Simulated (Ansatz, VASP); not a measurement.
Ru in VASP and in Ansatz

Contents of INCAR:

```
SYSTEM = Ru
PREC = Accurate ; ENCUT = 520
EDIFF = 1E-7 ; ISMEAR = -1
SIGMA = 0.05 ; LREAL = .False.
LASPH = .True. ; NELM = 60
ALGO = Normal ; ISIF = 2
LWAVE = .False. ; LCHARG = .False.
LDIPOL = .True. ; IDIPOL = 3
DIPOL = 0.5 0.5 0.500 ; GGA = PE
NBANDS = 51
```

The input KPOINTS:

```
Automatic mesh
0
Gamma
  11 11 1
  0 0 0
```

POSCAR

```
Ru
1.0
    2.7057993342      0.0000000000      0.0000000000
   -1.3528996671      2.3432909610      0.0000000000
    0.0000000000      0.0000000000     25.7047500000
Ru
6
Direct
    0.6666666667      0.3333333334      0.2917748665
    0.3333333333      0.6666666666      0.3750649199
    0.6666666667      0.3333333334      0.4583549733
    0.3333333333      0.6666666666      0.5416450267
    0.6666666667      0.3333333334      0.6249350801
    0.3333333333      0.6666666666      0.7082251335
```

File input.yaml:

```yaml
crystal:
  lattice:
    - [2.7057993342, 0.0, 0.0]
    - [-1.3528996671, 2.343290961, 0.0]
    - [0.0, 0.0, 25.70475]
  atoms:
    - { symbol: Ru, position: [0.6666666667, 0.3333333334, 0.2917748665] }
    - { symbol: Ru, position: [0.3333333333, 0.6666666666, 0.3750649199] }
    - { symbol: Ru, position: [0.6666666667, 0.3333333334, 0.4583549733] }
    - { symbol: Ru, position: [0.3333333333, 0.6666666666, 0.5416450267] }
    - { symbol: Ru, position: [0.6666666667, 0.3333333334, 0.6249350801] }
    - { symbol: Ru, position: [0.3333333333, 0.6666666666, 0.7082251335] }
hamiltonian:
  xc: pbe
  pseudopotentials: { kind: paw }
kpoints:
  mp_grid: { grid: [11, 11, 1] }
scf:
  occupations: { method: fermi_dirac, width: 0.05 }
output:
  forces: true
  eigenvalues: true
efield:
  axis: 3
  dipole_correction: true
  ramp_width: 0.04
```

Alike in both runs: task single point; functional PBE; k mesh 11 × 11 × 1; occupations fermi-dirac, width 0.05 eV; no spin polarisation.

|  | VASP | Ansatz |
| --- | --- | --- |
| version | VASP 6.6.1 | Ansatz 0.2.0 |
| potentials or method | VASP PAW PBE potentials, release 64 (Ru_pv) | Ansatz PAW |
| plane-wave cutoff (eV) | 520 | 420 |
| valence electrons in the cell | 84 | 96 |

Ansatz gave:

```
gap on the k mesh at the Fermi level (eV)  : none
rms of the force components (eV/Å)         : 0.351
work function, face that differs most (eV) : 5.10
```

Task: What did VASP give for the same quantities?

Result: gap on the k mesh at the Fermi level (eV): none; rms of the force components (eV/Å): 0.349; work function, face that differs most (eV): 4.99.

Atom by atom the forces differ by 0.003 eV/Å (rms over components). A gap of «none» marks a metal or a gap that the smearing closes. The functional is the same, so the differences come from potentials, cutoffs and numerics. The two sets of potentials don't hold the same shells in valence.
